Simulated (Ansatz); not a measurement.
# CoO (R-3m) in Ansatz: further runs

Aim: see how the results for CoO move with the level of theory and the settings. Levels: PBEsol, RPBE, revPBE. Tasks: relaxation of cell and atoms.

Program: Ansatz 0.2.0. These are calculated values, not measurements. Logs are shortened: lines on timing, memory, paths and dates and some standing lists are left out, and cuts for length are marked.

## 1. The structure

It takes space group R-3m (No. 166, trigonal). The conventional cell has a = 3.011 Å, b = 3.011 Å, c = 7.320 Å, α = 90.00°, β = 90.00°, γ = 120.00°. Co (site symmetry -3m) is surrounded by 6 O at 2.12 Å. O (site symmetry -3m) has 6 Co at 2.12 Å as nearest neighbours.

The cell is a database's computed one.

## 2. Relaxation of cell and atoms, PBEsol, collinear spin, ferromagnetic start

Contents of input.yaml:

```yaml
crystal:
  lattice:
    - [1.5054695445, 0.8691832468, 2.4399269062]
    - [-1.5054695445, 0.8691832468, 2.4399269062]
    - [0.0, -1.7383664936, 2.4399269062]
  atoms:
    - { symbol: Co, position: [0.0, 0.0, 0.0], spin: 2.0 }
    - { symbol: O, position: [0.5, 0.5, 0.5] }
hamiltonian:
  xc: pbesol
  pseudopotentials: { kind: paw }
magnetization:
  spin_polarized: true
kpoints:
  mp_grid: { grid: [11, 11, 11] }
scf:
  occupations: { method: fermi_dirac, width: 0.05 }
output:
  forces: true
  stress: true
  eigenvalues: true
relax:
  f_tol: 0.01
  max_steps: 40
  cell: { stress_tol: 0.05 }
```

Potentials or basis: Ansatz PAW.

The run is started by

```console
> ansatz run input.yaml --threads 2 --pin off --max-ram 5632MiB --backend cpu --events-out ev --progress --plain --runs-dir out
```

What it wrote:

```text
Warning: RAYON_NUM_THREADS=2 ignored (pool sized by the plan → 2); use --threads N
Engine: ansatz 0.2.0, aarch64-unknown-linux-gnu
Pseudopotentials: kind: paw
Pseudopotential: Co, paw, valence charge 17, recommended cutoff 420 eV (normal), Co.paw.azcp
Pseudopotential: O, paw, valence charge 6, recommended cutoff 420 eV (normal), O.paw.azcp
Functional definition: PBEsol
  exchange = pbesol_x
  correlation = pbesol_c
Crystal: 2 atoms, lattice volume = 19.156 Å³
Basis set: ecut = 420 eV, 339 PW (Γ), exchange–correlation on 48×48×48 points (8 copies of the dense FFT grid, shifted against one another)
Bands: 17, of which v1, the nominal top of the filled ones, is band 12 counted from 1 (11 counted from 0)
Symmetry: 12 space group operations
Space group: R-3m (ITA 166), of the structure as read, at distance tolerance 2.7e-5 Å
Magnetic group: BNS 166.97 (UNI 1327), of the structure as read, at distance tolerance 2.7e-5 Å
k-points: 146 of 1331
Non-local potential: Co, projectors of the file, l = 0: 3, l = 1: 2, l = 2: 3, l = 3: 1
Non-local potential: O, projectors of the file, l = 0: 2, l = 1: 2, l = 2: 1
PAW form: soft (Blöchl's): semilocal exchange-correlation on the pseudo side does not see the compensation charge
PAW frozen core: Co, regenerated for the run's functional, and the local potential with it (the file was generated under x = pbe(κ = 0.804, μ = 0.2195149727645171), c = pbe(β = 0.06672455060314922))
PAW frozen core: O, regenerated for the run's functional, and the local potential with it (the file was generated under x = pbe(κ = 0.804, μ = 0.2195149727645171), c = pbe(β = 0.06672455060314922))
PAW one-centre angular grid: Co, 590 points (default); XC on 64 Gauss nodes
PAW one-centre angular grid: O, 110 points (default); XC on 64 Gauss nodes
Initial density: superposition of atomic densities (chi_scale 0.1, normalization cell, long waves kept (reshape's long-wave potential 0.00 eV rms))
Starting moments: Σ|m| = 2 μB on 1 of 2 sites
Initial wavefunctions: pseudopotential atomic-orbital guess
Functional: x = pbesol(κ = 0.804, μ = 0.12345679012345678), c = pbesol(β = 0.046)
SCF iter   1: F=—  HF=-5651.358680 eV  |F-HF|=—  |Δ(HF+E_count)|=         —  Δρ=1.15e-1 (↑1.15e-1 ↓9.87e-2)  dr2=6.10e0  dr2_m=1.62e-1  M=2.125 μB ∫|m|=2.125 μB  β_m=0.30  ethr=3.10e-3  ⟨swp⟩=5.6  Hψ=21642  notcnv=0
Mixer restart at iter 1: flushing history
preconditioner: auto → none  [metal: Δε(μ)=0.004 eV  Ē_g=13.065 eV  σ=0.050 eV  W_gap=0.02  n_scr=8 (ndim 8)  ℏωp=32.9 eV  f_vac=0.000  D(μ)=4.91/eV (n_scr^D=112)  sad-step TF]
SCF iter   2: F=—  HF=-5651.824688 eV  |F-HF|=—  |Δ(HF+E_count)|=   4.66e-1  Δρ=5.28e-2 (↑5.28e-2 ↓4.59e-2)  dr2=8.39e-1  dr2_m=1.80e-1  M=2.259 μB ∫|m|=2.260 μB  β_m=0.38  ethr=3.10e-3  ⟨swp⟩=3.4  Hψ=12069  notcnv=0  defer=81
SCF iter   3: F=—  HF=-5652.127238 eV  |F-HF|=—  |Δ(HF+E_count)|=   3.03e-1  Δρ=3.37e-2 (↑2.67e-2 ↓3.37e-2)  dr2=7.83e-2  dr2_m=1.14e-1  M=2.366 μB ∫|m|=2.368 μB  β_m=0.69  ethr=3.10e-3  ⟨swp⟩=2.0  Hψ=8598  notcnv=0  defer=81
SCF iter   4: F=—  HF=-5652.284842 eV  |F-HF|=—  |Δ(HF+E_count)|=         —  Δρ=5.30e-2 (↑3.46e-2 ↓5.30e-2)  dr2=8.06e-2  dr2_m=3.23e-1  M=2.889 μB ∫|m|=2.898 μB  β_m=0.69  ethr=3.41e-4  ⟨swp⟩=2.9  Hψ=11213  notcnv=0  defer=93
Mixer restart at iter 4: flushing history
SCF iter   5: F=—  HF=-5652.302755 eV  |F-HF|=—  |Δ(HF+E_count)|=   1.79e-2  Δρ=2.53e-2 (↑2.53e-2 ↓1.23e-2)  dr2=1.22e-1  dr2_m=2.01e-2  M=2.843 μB ∫|m|=2.853 μB  β_m=0.70  ethr=3.41e-4  ⟨swp⟩=3.0  Hψ=11727  notcnv=0  defer=99
SCF iter   6: F=—  HF=-5652.324015 eV  |F-HF|=—  |Δ(HF+E_count)|=   2.13e-2  Δρ=3.90e-2 (↑1.31e-2 ↓3.90e-2)  dr2=2.68e-1  dr2_m=4.93e-2  M=2.975 μB ∫|m|=2.990 μB  β_m=0.55  ethr=3.41e-4  ⟨swp⟩=3.0  Hψ=12316  notcnv=0  defer=124
SCF iter   7: F=—  HF=-5652.269924 eV  |F-HF|=—  |Δ(HF+E_count)|=   5.41e-2  Δρ=1.97e-3 (↑1.97e-3 ↓1.65e-3)  dr2=3.67e-5  dr2_m=5.66e-4  M=2.934 μB ∫|m|=2.950 μB  β_m=0.77  ethr=3.41e-4  ⟨swp⟩=3.2  Hψ=12473  notcnv=0  defer=124
SCF iter   8: F=—  HF=-5652.269960 eV  |F-HF|=—  |Δ(HF+E_count)|=   3.52e-5  Δρ=7.92e-4 (↑7.20e-4 ↓7.92e-4)  dr2=7.39e-5  dr2_m=7.76e-5  M=2.937 μB ∫|m|=2.953 μB  β_m=0.68  ethr=1.60e-7  ⟨swp⟩=2.1  Hψ=8155  notcnv=0  defer=124
SCF iter   9: F=—  HF=-5652.269950 eV  |F-HF|=—  |Δ(HF+E_count)|=   9.66e-6  Δρ=3.11e-4 (↑1.08e-4 ↓3.11e-4)  dr2=7.54e-6  dr2_m=6.47e-6  M=2.938 μB ∫|m|=2.954 μB  β_m=0.68  ethr=1.60e-7  ⟨swp⟩=2.0  Hψ=7086  notcnv=0  defer=124
SCF iter  10: F=—  HF=-5652.269948 eV  |F-HF|=—  |Δ(HF+E_count)|=   1.59e-6  Δρ=3.39e-5 (↑3.39e-5 ↓2.51e-5)  dr2=1.39e-8  dr2_m=1.50e-7  M=2.938 μB ∫|m|=2.954 μB  β_m=0.84  ethr=3.28e-8  ⟨swp⟩=2.2  Hψ=6566  notcnv=0  defer=124
SCF iter  11: F=-5652.269948 eV  HF=-5652.269948 eV  |F-HF|=7.02e-9  |Δ(HF+E_count)|=   6.46e-8  Δρ=1.38e-5 (↑8.02e-6 ↓1.38e-5)  dr2=1.11e-8  dr2_m=1.91e-8  M=2.938 μB ∫|m|=2.954 μB  ethr=6.03e-11  ⟨swp⟩=3.6  Hψ=17961  notcnv=0
[... 150 lines left out ...]
iter 1 solved again at ethr=6.41e-9 eV; its pass at ethr=3.10e-3 eV (dr2=1.48e-6 eV) is discarded
SCF iter   1: F=—  HF=-5652.313770 eV  |F-HF|=—  |Δ(HF+E_count)|=         —  Δρ=3.75e-5 (↑3.75e-5 ↓3.56e-5)  dr2=1.48e-7  dr2_m=6.21e-8  M=2.714 μB ∫|m|=2.729 μB  β_m=0.65  ethr=6.41e-9  ⟨swp⟩=3.1  Hψ=36506  notcnv=0
preconditioner: auto → none  [metal: Δε(μ)=0.001 eV  Ē_g=14.278 eV  σ=0.050 eV  W_gap=0.00  n_scr=0 (ndim 8)  ℏωp=34.0 eV  f_vac=0.000  D(μ)=3.23/eV (n_scr^D=58)]
SCF iter   2: F=—  HF=-5652.313770 eV  |F-HF|=—  |Δ(HF+E_count)|=   2.48e-8  Δρ=1.75e-5 (↑1.71e-5 ↓1.75e-5)  dr2=1.06e-7  dr2_m=6.59e-9  M=2.714 μB ∫|m|=2.730 μB  β_m=0.40  ethr=6.43e-10  ⟨swp⟩=2.0  Hψ=7026  notcnv=0
SCF iter   3: F=—  HF=-5652.313770 eV  |F-HF|=—  |Δ(HF+E_count)|=   3.46e-8  Δρ=1.05e-5 (↑1.05e-5 ↓8.97e-6)  dr2=8.98e-9  dr2_m=2.16e-9  M=2.714 μB ∫|m|=2.730 μB  β_m=0.57  ethr=4.59e-10  ⟨swp⟩=2.1  Hψ=6844  notcnv=0
SCF iter   4: F=—  HF=-5652.313770 eV  |F-HF|=—  |Δ(HF+E_count)|=   3.13e-8  Δρ=6.95e-6 (↑3.27e-6 ↓6.95e-6)  dr2=5.19e-9  dr2_m=2.77e-9  M=2.714 μB ∫|m|=2.730 μB  β_m=0.65  ethr=3.91e-11  ⟨swp⟩=2.0  Hψ=6998  notcnv=0
SCF iter   5: F=—  HF=-5652.313770 eV  |F-HF|=—  |Δ(HF+E_count)|=   5.17e-9  Δρ=5.41e-6 (↑5.41e-6 ↓3.01e-6)  dr2=1.19e-9  dr2_m=2.63e-9  M=2.714 μB ∫|m|=2.730 μB  β_m=0.77  ethr=2.26e-11  ⟨swp⟩=2.6  Hψ=8256  notcnv=0
SCF iter   6: F=—  HF=-5652.313770 eV  |F-HF|=—  |Δ(HF+E_count)|=  8.86e-10  Δρ=9.71e-7 (↑5.89e-7 ↓9.71e-7)  dr2=4.34e-11  dr2_m=8.92e-11  M=2.714 μB ∫|m|=2.730 μB  β_m=0.87  ethr=5.16e-12  ⟨swp⟩=2.1  Hψ=7460  notcnv=0
SCF iter   7: F=—  HF=-5652.313770 eV  |F-HF|=—  |Δ(HF+E_count)|=  1.15e-10  Δρ=1.58e-7 (↑7.41e-8 ↓1.58e-7)  dr2=3.54e-12  dr2_m=1.33e-12  M=2.714 μB ∫|m|=2.730 μB  β_m=0.93  ethr=1.00e-12  ⟨swp⟩=2.1  Hψ=6515  notcnv=0
SCF iter   8: F=-5652.313770 eV  HF=-5652.313770 eV  |F-HF|=1.82e-12  |Δ(HF+E_count)|=  1.82e-12  Δρ=6.30e-8 (↑3.70e-8 ↓6.30e-8)  dr2=3.65e-13  dr2_m=3.15e-13  M=2.714 μB ∫|m|=2.730 μB  ethr=1.00e-12  ⟨swp⟩=3.4  Hψ=17929  notcnv=0
SCF 13 converged in 8 iterations: F = -5652.313770 eV  dr2 = 3.65e-13
relax step  13: F+E_penalty+E_count = -5652.31377036 eV  Δ(F+E_penalty+E_count) = +2.337e-4 eV  max|allowed force component| = 1.473e-29 eV/Å  Δτ_max = 0.0000 Å  P = -0.006 GPa  Ω = 17.919 Å³  stress off target by 4.60e-2 GPa  SCF on the basis re-selected at this cell (its energy is not comparable with the rows above)  (8 SCF iters)
basis re-selected at this cell: Δ(F+E_penalty+E_count) = +2.337e-4 eV, ΔP = -0.011 GPa vs the last step (what re-selecting the basis moved, of the pressure what is left beyond the Pulay correction that the steps carried, after the strain that the cell walked since its last selection, with what the two solves' SCF thresholds leave and, on support functions, any second-order correction that the steps lacked; it is no measure of the basis error at this ecutwfc). This SCF's stress stands 4.60e-2 GPa from its target on what of the cell is left free (relax.cell.stress_tol is 5.00e-2 GPa) and its largest allowed force component is 1.47e-29 eV/Å (relax.f_tol is 1.00e-2 eV/Å): within both
SCF converged after 8 iterations
Magnetization: 2.7145 μB (12.8572 up, 10.1428 down)
Absolute magnetization: 2.7297 μB (∫|ρ↑−ρ↓|, with the PAW one-centre terms)
Spin contamination: 0.0105 ħ² per cell (⟨S²⟩ above its minimum at these occupations)
Per-site moments (μB) at R_I (Å): [(2.312629444550724, 0.8593146779966697), (0.2862940778202884, 0.8593146779966697)]
Free energy (F): -5652.313770 eV
Harris-Foulkes:  -5652.313770 eV  (|F-HF|=1.82e-12)
Internal energy: -5652.287693 eV  (E = F + TS)
E sigma→0 (E₀):  -5652.300732 eV
Entropy (-TS):   -0.026077 eV (-13.039 meV/atom)
Fermi energy:    15.286594 eV
--- Per-component energies (eV) ---
  E_band       = -276.434288
  E_kinetic    = 619.813643
  E_local      = -3316.275295  (includes V_loc(G=0)·N_el)
  E_nonlocal   = 515.542762
  E_hartree    = 1362.527542
  E_xc         = -227.181816
  E_vxc        = -293.534061  (∫ρ·V_xc dr)
  E_paw        = -1638.401758  (= ΣΔE_a)
  E_vpaw       = -527.038904  (= ΣTr[D̂ρ^β])
  E_aug_tail   = 0.002462  (compensation charges beyond the density's cutoff)
  E_ewald      = -2968.538941
  E_core_change = 0.223707  (= ΣΔE_core)
  E_smearing   = -0.026077  (= −TS)
  E_closure    = -0.000000  (closes the sum)
  Σ components = -5652.313770   (vs F -5652.313770, Δ=0.00e0)
--- Forces (eV/Å), atoms counted from 1 ---
  atom   1  Co     0.00000000     0.00000000    -0.00000000
  atom   2  O      0.00000000    -0.00000000    -0.00000000
  max |Σ_I F_I| component: 3.79e-29 eV/Å
--- Stress (GPa, compression-positive) ---
        0.013811       0.000000      -0.000000
        0.000000       0.013811       0.000000
       -0.000000       0.000000      -0.046021
  P = ⅓ Tr σ = -0.0061 GPa (-0.061 kbar)
--- Band table (eV; the first three rows and the last of 292) ---
  k-point 0 ↑: bands = ["-81.2344", "-44.6734", "-44.6734", "-44.5479", "-5.6477", "11.5357", "11.5357", "11.7991", "11.7991", "12.1286", "12.1286", "12.2197", "12.4582", "16.5236", "31.8893", "32.7233", "32.7233"]
  k-point 1 ↑: bands = ["-81.2340", "-44.6766", "-44.6735", "-44.5496", "-5.5531", "10.6840", "10.7794", "11.3167", "12.0220", "12.1429", "12.5600", "12.7687", "13.0229", "17.0680", "30.1955", "32.5449", "33.9544"]
  k-point 2 ↑: bands = ["-81.2329", "-44.6856", "-44.6739", "-44.5538", "-5.2881", "9.3462", "9.9770", "10.5708", "12.1775", "12.4627", "12.7053", "13.7103", "13.8312", "18.2372", "28.1143", "31.7821", "33.9802"]
  k-point 145 ↓: bands = ["-78.3900", "-41.9150", "-41.8879", "-41.8862", "-3.3398", "7.3110", "9.4220", "9.4954", "15.2731", "15.3141", "15.6240", "17.7162", "18.0835", "20.5645", "26.9436", "27.7306", "28.1066"]
--- Relaxed structure (11 steps of the walk, 11 accepted, 2 SCFs on fresh bases) ---
  F+E_penalty+E_count = -5652.31377036 eV   max|allowed force component| = 1.473e-29 eV/Å   (the final SCF, on the basis selected at the relaxed cell)
  cell:  # Å, volume = 17.9194 Å³
    - [1.5273308164510422, 0.8818048580196202, 2.2175204670888955]
    - [-1.5273308164510422, 0.8818048580196202, 2.2175204670888955]
    - [-6.919490736314481e-18, -1.7636097160392403, 2.2175204670888955]
  atoms:
    - { symbol: Co, position: [1.8419194275679272e-34, 1.4426979602509264e-35, 9.71456010635382e-35] }
    - { symbol: O, position: [0.49999999999999994, 0.49999999999999994, 0.49999999999999994] }
```

Run time: 57 s. Hardware: 2 threads of Arm Neoverse V1, shared host; peak memory 0.41 GiB.

Results:

```
Free energy                            : -5652.3138 eV
Relaxed volume                         : 8.96 Å³/atom
Relaxed cell                           : a = 2.833 Å, b = 2.833 Å, c = 2.833 Å, α = 65.24°, β = 65.24°, γ = 65.24°
Space group after relaxing (to 0.05 Å) : R-3m (No. 166)
Energy gained by relaxing              : 21.9 meV/atom
Ionic steps                            : 13
Pressure after relaxing                : 0.0 GPa
Band gap on the k mesh                 : none (metal or under the smearing width)
Net moment                             : 2.71 μB per cell
Absolute moment                        : 2.73 μB per cell
Site moments                           : Co +2.31; O +0.29 μB
```

The path:
```csv
step,energy change (eV),largest force (eV/Å),volume (Å³)
1,0.0000,0.0000,19.16
2,-0.0242,0.0000,18.66
3,-0.0345,0.0000,18.14
4,-0.0349,0.0000,18.15
5,-0.0358,0.0000,18.14
6,-0.0419,0.0000,18.10
7,-0.0435,0.0000,18.05
8,-0.0448,0.0000,17.87
9,-0.0461,0.0000,17.96
10,-0.0461,0.0000,17.97
11,-0.0436,0.0000,17.97
12,-0.0441,0.0000,17.92
13,-0.0438,0.0000,17.92
```

Final structure:
```yaml
crystal:
  lattice:
    - [1.52733, 0.88180, 2.21752]
    - [-1.52733, 0.88180, 2.21752]
    - [0.00000, -1.76361, 2.21752]
  atoms:
    - { symbol: Co, position: [0.00000, 0.00000, 0.00000] }
    - { symbol: O, position: [0.50000, 0.50000, 0.50000] }
```

Caveat: the plane-wave basis is chosen anew once the cell has moved, so the energies of steps on either side of that aren't comparable; the pressure holds a Pulay correction of +0.8 GPa for the finite cutoff; a cell with one magnetic atom can't hold antiferromagnetic order, which such compounds often take; semilocal functionals often make such compounds metallic where correlation or magnetic order opens a gap, which also shifts bond lengths; the PAW data sets come from PBE, with cores solved anew for the run's functional, which leaves a small shift of forces and pressure. With open d or f shells a metallic result of PBEsol can be an artefact of self-interaction; +U or a hybrid may open a gap.

(Part 1 of 2 ends here.)
